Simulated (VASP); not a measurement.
# MnS (Fm-3m) in VASP: a series of runs

The runs below take MnS through relaxation of cell and atoms, with PBE.

Program: VASP 6.6.1. These are calculated values, not measurements. Logs are shortened: lines on timing, memory, paths and dates and some standing lists are left out, and cuts for length are marked.

### Step 1. The structure

Symmetry: Fm-3m, No. 225, cubic system. Conventional cell: a = 5.209 Å, b = 5.209 Å, c = 5.209 Å, α = 90.00°, β = 90.00°, γ = 90.00°. Mn (site symmetry m-3m) is surrounded by 6 S at 2.60 Å. Around S (site symmetry m-3m) lie 6 Mn at 2.60 Å.

### Step 2. Relaxation of cell and atoms, PBE, collinear spin, ferromagnetic start, target pressure 20 GPa, at which the enthalpy is minimised

INCAR

```
ALGO = Normal ; EDIFF = 1E-7
EDIFFG = -0.002 ; ENCUT = 700
GGA = PE ; IBRION = 2
ISIF = 3 ; ISMEAR = 0
ISPIN = 2 ; LASPH = T
LCHARG = F ; LMAXMIX = 4
LORBIT = 11 ; LREAL = F
LWAVE = F ; MAGMOM = 5 0
NELM = 100 ; NSW = 80
PREC = Accurate ; PSTRESS = 200.0
SIGMA = 0.1
```

KPOINTS

```
k-points
0
Gamma
  14 14 14
```

POSCAR

```
MnS
1.0
    0.0000000000      2.6045000000      2.6045000000
    2.6045000000      0.0000000000      2.6045000000
    2.6045000000      2.6045000000      0.0000000000
Mn S
1 1
Direct
    0.0000000000      0.0000000000      0.0000000000
    0.5000000000      0.5000000000      0.5000000000
```

Potentials or basis: VASP PAW PBE potentials, release 64 (Mn_pv, S).

Run with:

```console
$ cat potpaw_PBE.64/Mn_pv/POTCAR potpaw_PBE.64/S/POTCAR > POTCAR
$ mpirun -np 1 vasp_std > vasp.out
```

OUTCAR:

```text
EDIFF = 1E-7
   EDIFFG = -0.002
   ENCUT = 700
   GGA = PE
   IBRION = 2
   ISIF = 3
   ISMEAR = 0
   ISPIN = 2
   LASPH = T
   LORBIT = 11
   LREAL = F
   NELM = 100
   NSW = 80
   PREC = Accurate
   PSTRESS = 200.0

 ion  position               nearest neighbor table
   1  0.000  0.000  0.000-   2 2.60   2 2.60   2 2.60   2 2.60   2 2.60   2 2.60
   2  0.500  0.500  0.500-   1 2.60   1 2.60   1 2.60   1 2.60   1 2.60   1 2.60

  LATTYP: Found a face centered cubic cell.
 ALAT       =     5.2090000000

  Lattice vectors:

 A1 = (   0.0000000000,   2.6045000000,   2.6045000000)
 A2 = (   2.6045000000,   0.0000000000,   2.6045000000)
 A3 = (   2.6045000000,   2.6045000000,   0.0000000000)

Analysis of symmetry for initial positions (statically):
=====================================================================
 Subroutine PRICEL returns:
 Original cell was already a primitive cell.

 Routine SETGRP: Setting up the symmetry group for a
 face centered cubic supercell.

 Subroutine GETGRP returns: Found 48 space group operations
 (whereof 48 operations were pure point group operations)
 out of a pool of 48 trial point group operations.

The static configuration has the point symmetry O_h .

Analysis of symmetry for dynamics (positions and initial velocities):
=====================================================================
 Subroutine PRICEL returns:
 Original cell was already a primitive cell.

 Routine SETGRP: Setting up the symmetry group for a
 face centered cubic supercell.

 Subroutine GETGRP returns: Found 48 space group operations
 (whereof 48 operations were pure point group operations)
 out of a pool of 48 trial point group operations.

The dynamic configuration has the point symmetry O_h .

Analysis of structural, dynamic, and magnetic symmetry:
=====================================================================
 Subroutine PRICEL returns:
 Original cell was already a primitive cell.

 Routine SETGRP: Setting up the symmetry group for a
 face centered cubic supercell.

 Subroutine GETGRP returns: Found 48 space group operations
 (whereof 48 operations were pure point group operations)
 out of a pool of 48 trial point group operations.

The overall configuration has the point symmetry O_h .

 Subroutine INISYM returns: Found 48 space group operations
 (whereof 48 operations are pure point group operations),
 and found     1 'primitive' translations

----------------------------------------------------------------------------------------

                                     Primitive cell

[... 89 lines left out ...]
   NELM   =    100;   NELMIN=  2; NELMDL= -5     # of ELM steps
   EDIFF  = 0.1E-06   stopping-criterion for ELM
   LREAL  =      F    real-space projection
   EDIFFG = -.2E-02   stopping-criterion for IOM
   NSW    =     80    number of steps for IOM
   IBRION =      2    ionic relax: 0-MD 1-quasi-New 2-CG
   NFREE  =      1    steps in history (QN), initial steepest desc. (CG)
   ISIF   =      3    stress and relaxation
   ISYM   =      2    0-nonsym 1-usesym 2-fastsym
   POTIM  = 0.5000    time-step for ionic-motion
   TEBEG  =    0.0;   TEEND  =   0.0 temperature during run
   PSTRESS=  200.0 pullay stress
   NELECT =      19.0000    total number of electrons
   NUPDOWN=      -1.0000    fix difference up-down
   EMIN   =  10.00;   EMAX   =-10.00  energy-range for DOS
   EFERMI =   0.00;   METHOD = LEGACY
   ISMEAR =     0;   SIGMA  =   0.10  broadening in eV -4-tet -1-fermi 0-gaus
   EFERMI_NEDOS =   21; number of points for ismear=-14 and -15
   IALGO  =     38    algorithm
   IMIX   =      4    mixing-type and parameters
     AMIX     =   0.40;   BMIX     =  1.00
     AMIX_MAG =   1.60;   BMIX_MAG =  1.00
  volume/ion in A,a.u.               =      17.67       119.23
  Fermi-wavevector in a.u.,A,eV,Ry     =   1.331246  2.515690 24.112464  1.772216
  Thomas-Fermi vector in A             =   2.460272
   LORBIT       =     11    0 simple, 1 ext, 2 COOP (PROOUT), +10 PAW based schemes
   GGA     = PE    functional components
   LHFCALC =     F    Hartree Fock is set to
   AEXX    =    0.0000 exact exchange contribution
   IVDW    =     0    specifies the selected vdW correction
   LEPSILON=     F    determine dielectric tensor
   LRPA    =     F    only Hartree local field effects (RPA)
 conjugate gradient relaxation of ions
 spin polarized calculation
 Gauss-broadening in eV      SIGMA  =   0.10
  energy-cutoff  :      700.00
  volume of cell :       35.33
 maximum number of plane-waves:      1524
   NGX = 15   NGY = 15   NGZ = 15

--------------------------------------- Ionic step        1  -------------------------------------------

 number of electron      19.0000006 magnetization       4.6940969

 Free energy of the ion-electron system (eV)
  ---------------------------------------------------
  ext. energy  EPLUGINS =         0.00000000
  ---------------------------------------------------
  free energy    TOTEN  =       -14.06609288 eV

  energy without entropy =      -14.06067087  energy(sigma->0) =      -14.06338187

 E-fermi :   6.6743     XC(G=0): -10.6427

 val. band max:        6.6674776793   @ k =   0.3571   0.0000   0.0000
 cond. band min:       6.6881172924   @ k =   0.4286   0.2857   0.0714
 fundamental gap:      0.0206396131
 Fermi energy:         6.6743131451

 spin component 1

 k-point     1 :       0.0000    0.0000    0.0000
  band No.  band energies     occupation
      1     -44.0521      1.00000
      2     -44.0521      1.00000
      3     -44.0521      1.00000
      4      -7.9407      1.00000
      5       3.2636      1.00000
      6       3.2636      1.00000
[... 1096 lines left out ...]
--------------------------------------- Ionic step        6  -------------------------------------------

 number of electron      18.9999999 magnetization      -3.4606671

 Free energy of the ion-electron system (eV)
  ---------------------------------------------------
  ext. energy  EPLUGINS =         0.00000000
  ---------------------------------------------------
  free energy    TOTEN  =       -13.71432800 eV

  energy without entropy =      -13.70762015  energy(sigma->0) =      -13.71097407

 E-fermi :  10.3439     XC(G=0): -12.2539

 val. band max:       10.3356566917   @ k =   0.2857   0.2143   0.0000
 cond. band min:      10.3453099246   @ k =   0.2857   0.1429   0.0000
 fundamental gap:      0.0096532329
 Fermi energy:        10.3439038791

 spin component 1

 k-point     1 :       0.0000    0.0000    0.0000
  band No.  band energies     occupation
      1     -36.2832      1.00000
      2     -36.2832      1.00000
      3     -36.2832      1.00000
      4      -6.2264      1.00000
      5       8.4603      1.00000
      6       8.4603      1.00000
[... 940 lines left out ...]
  energy  without entropy=      -13.7076201474  energy(sigma->0) =      -13.71097407

  enthalpy is  TOTEN    =       -10.4667699516 eV   P V=        3.2475580497

 reached required accuracy - stopping structural energy minimisation

 total charge

# of ion       s       p       d       tot
------------------------------------------
    1        0.284   6.274   5.165  11.723
    2        1.325   2.460   0.000   3.785
--------------------------------------------------
tot          1.609   8.734   5.165  15.508

 magnetization (x)

# of ion       s       p       d       tot
------------------------------------------
    1       -0.056  -0.043  -3.153  -3.252
    2       -0.020  -0.023   0.000  -0.043
--------------------------------------------------
tot         -0.076  -0.066  -3.153  -3.295
```

CONTCAR:

```text
MnS
   1.00000000000000
     0.0000000000000000    2.3518114726326647    2.3518114726326647
     2.3518114726326647   -0.0000000000000000    2.3518114726326647
     2.3518114726326647    2.3518114726326647    0.0000000000000000
  Mn              S
     1     1
Direct
     1.0000000000000000    0.0000000000000000    0.0000000000000000
     0.5000000000000000    0.5000000000000000    0.5000000000000000

  0.00000000E+00  0.00000000E+00  0.00000000E+00
  0.00000000E+00  0.00000000E+00  0.00000000E+00
```

Wall time 5.6 min (1 thread of Intel Xeon Platinum 8488C (Sapphire Rapids), shared host); peak memory 0.33 GiB.

What came out:

| Item | Value |
| --- | --- |
| Free energy | -13.7143 eV |
| Relaxed volume | 13.01 Å³/atom |
| Relaxed cell | a = 3.326 Å, b = 3.326 Å, c = 3.326 Å, α = 60.00°, β = 60.00°, γ = 60.00° |
| Space group after relaxing (to 0.05 Å) | Fm-3m (No. 225) |
| Energy change on relaxing (the enthalpy is what falls) | +175.9 meV/atom |
| Ionic steps | 6 |
| Pressure after relaxing | 20.0 GPa |
| Band gap on the k mesh | none (metal or under the smearing width) |
| Net moment | -3.46 μB per cell |
| Site moments | Mn -3.25; S -0.04 μB |
| Valence electrons inside the program's atomic spheres | Mn 11.72; S 3.79 |

Step by step:
```csv
step,energy change (eV),largest force (eV/Å),pressure (GPa),volume (Å³)
1,0.0000,0.0000,-3.11,35.33
2,0.7009,0.0000,32.31,23.84
3,0.3496,0.0000,19.91,26.03
4,0.3708,0.0000,20.75,25.87
5,0.3433,0.0000,19.66,26.08
6,0.3518,0.0000,20.00,26.02
```

Final structure:
```cif
data_structure
_symmetry_space_group_name_H-M 'P 1'
_symmetry_Int_Tables_number 1
_cell_length_a 3.3260
_cell_length_b 3.3260
_cell_length_c 3.3260
_cell_angle_alpha 60.000
_cell_angle_beta 60.000
_cell_angle_gamma 60.000
_cell_volume 26.02
loop_
_atom_site_label
_atom_site_type_symbol
_atom_site_fract_x
_atom_site_fract_y
_atom_site_fract_z
_atom_site_occupancy
Mn1 Mn 0.00000 0.00000 0.00000 1
S1 S 0.50000 0.50000 0.50000 1
```

Caveat: the cell is relaxed towards a set pressure, so the enthalpy falls and the energy may rise; the volume moved by over 15 % at a fixed basis, so the end points are rough; a cell with one magnetic atom can't hold antiferromagnetic order, which such compounds often take; semilocal functionals often make such compounds metallic where correlation or magnetic order opens a gap, which also shifts bond lengths. With open d or f shells a metallic result of PBE can be an artefact of self-interaction; +U or a hybrid may open a gap.

### Step 3. Relaxation of cell and atoms, PBE, collinear spin, ferromagnetic start, target pressure 20 GPa, at which the enthalpy is minimised

This run uses another cell than the first one, of 13.01 Å³/atom, 0.736 times its volume.

INCAR is that of step 2.

KPOINTS is that of step 2.

POSCAR

```
MnS                                     
1.0
    0.0000000000      2.3518114726      2.3518114726
    2.3518114726     -0.0000000000      2.3518114726
    2.3518114726      2.3518114726      0.0000000000
  Mn              S             
     1     1
Direct
     1.0000000000000000    0.0000000000000000    0.0000000000000000
     0.5000000000000000    0.5000000000000000    0.5000000000000000
```

Potentials or basis: VASP PAW PBE potentials, release 64 (Mn_pv, S).

Run with:

```console
$ cat potpaw_PBE.64/Mn_pv/POTCAR potpaw_PBE.64/S/POTCAR > POTCAR
$ mpirun -np 1 vasp_std > vasp.out
```

It took 2.4 min on 1 thread of Intel Xeon Platinum 8488C (Sapphire Rapids), shared host; peak memory 0.25 GiB.

The run converged. Its results:

| Property | Result |
| --- | --- |
| Free energy | -13.7109 eV |
| Relaxed volume | 13.00 Å³/atom |
| Relaxed cell | a = 3.325 Å, b = 3.325 Å, c = 3.325 Å, α = 60.00°, β = 60.00°, γ = 60.00° |
| Space group after relaxing (to 0.05 Å) | Fm-3m (No. 225) |
| Energy change on relaxing (the enthalpy is what falls) | +0.9 meV/atom |
| Ionic steps | 2 |
| Pressure after relaxing | 20.0 GPa |
| Band gap on the k mesh | none (metal or under the smearing width) |
| Net moment | 3.46 μB per cell |
| Site moments | Mn +3.25; S +0.04 μB |
| Valence electrons inside the program's atomic spheres | Mn 11.72; S 3.79 |

Step by step:
| step | energy change (eV) | largest force (eV/Å) | pressure (GPa) | volume (Å³) |
| --- | --- | --- | --- | --- |
| 1 | 0.0000 | 0.0000 | 19.95 | 26.02 |
| 2 | 0.0018 | 0.0000 | 20.02 | 26.00 |

Final structure:
```
CELL_PARAMETERS angstrom
0.00000 2.35139 2.35139
2.35139 0.00000 2.35139
2.35139 2.35139 0.00000
ATOMIC_POSITIONS crystal
Mn 0.00000 0.00000 0.00000
S 0.50000 0.50000 0.50000
```

Levels at points of the mesh, in eV from the Fermi level:
Spin up:
| k point | band 7 | band 8 | band 9 | band 10 | band 11 | band 12 | band 13 | band 14 | band 15 | band 16 |
| --- | --- | --- | --- | --- | --- | --- | --- | --- | --- | --- |
| (0.00, 0.00, 0.00) | -3.41 | -3.17 | -3.17 | -2.04 | -2.04 | -2.04 | 4.80 | 9.63 | 9.63 | 9.63 |
| (0.50, 0.00, 0.00) | -5.87 | -2.30 | -2.30 | -1.74 | 2.05 | 2.05 | 3.19 | 5.86 | 5.86 | 13.08 |
| (0.50, 0.50, 0.00) | -4.31 | -4.31 | -2.67 | -2.04 | -2.04 | -1.06 | 2.03 | 6.34 | 13.30 | 15.46 |
Spin down:
```
           k point  band 5  band 6  band 7  band 8  band 9  band 10  band 11  band 12
(0.00, 0.00, 0.00)   -1.88   -1.88   -1.88   -0.76   -0.76    -0.76    -0.66    -0.66
(0.50, 0.00, 0.00)   -8.52   -4.77   -4.77    0.87    0.87     1.29     3.45     4.08
(0.50, 0.50, 0.00)   -7.42   -4.07   -4.07   -2.50    0.02     1.26     1.26     1.54
```

Caveat: the cell is relaxed towards a set pressure, so the enthalpy falls and the energy may rise; a cell with one magnetic atom can't hold antiferromagnetic order, which such compounds often take; semilocal functionals often make such compounds metallic where correlation or magnetic order opens a gap, which also shifts bond lengths. With open d or f shells a metallic result of PBE can be an artefact of self-interaction; +U or a hybrid may open a gap.
